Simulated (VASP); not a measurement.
Runs of VASP 6.6.1 on GaAs. It takes space group F-43m (No. 216, cubic). The conventional cell has a = 5.654 Å, b = 5.654 Å, c = 5.654 Å, α = 90.00°, β = 90.00°, γ = 90.00°. As (site symmetry -43m) has 4 Ga at 2.45 Å as nearest neighbours. Ga (site symmetry -43m) is surrounded by 4 As at 2.45 Å. 

```csv
task,level,potentials or basis,cell,k mesh,cutoff (eV),grid for exact exchange (PRECFOCK),exchange at q = 0,mesh quality,gap on the mesh (eV),pressure (GPa),relaxed volume (Å³/atom)
relaxation of cell and atoms,PBE0,"VASP PAW PBE potentials, release 64 (As, Ga_d)",relaxed,4 × 4 × 4,600,Fast,default,coarse,2.07,0.1,22.88
relaxation of cell and atoms,PBE+D4,"VASP PAW PBE potentials, release 64 (As, Ga_d)",relaxed,8 × 8 × 8,600,-,-,not flagged,0.47,0.0,22.73
relaxation of cell and atoms,LDA,"VASP PAW LDA potentials, release 64 (As, Ga_d)",relaxed,8 × 8 × 8,600,-,-,not flagged,(b),0.0,22.07
relaxation of cell and atoms,PBEsol+rVV10,"VASP PAW PBE potentials, release 64 (As, Ga_d)",relaxed,8 × 8 × 8,600,-,-,not flagged,(d),0.0,22.59
relaxation of cell and atoms,PBE,"VASP PAW PBE potentials, release 64 (As, Ga_h)",relaxed,8 × 8 × 8,980,-,-,not flagged,(a),0.0,23.76
relaxation of cell and atoms,RPBE+D3,"VASP PAW PBE potentials, release 64 (As, Ga_d)",relaxed,8 × 8 × 8,600,-,-,not flagged,(c),0.1,23.40
single point,r2SCAN,"VASP PAW PBE potentials, release 64 (As, Ga_d)",as given,8 × 8 × 8,520,-,-,not flagged,1.00,0.6,-
relaxation of cell and atoms,vdW-DF-cx,"VASP PAW PBE potentials, release 64 (As, Ga_d)",relaxed,8 × 8 × 8,600,-,-,not flagged,0.35,0.0,22.90
```

Alike in all rows: no spin polarisation; smearing fermi-dirac 0.05 eV.

Fill in the values left out.

(a) 0.15; (b) 0.51; (c) 0.38; (d) 0.45.

Caveats: some runs use coarse meshes; the PAW data sets were made with another functional, which shifts forces and pressure a little (some runs).

A k mesh can miss the band edges, and the runs leave out spin-orbit coupling on As, Ga.

Not every run made on this cell is shown here.
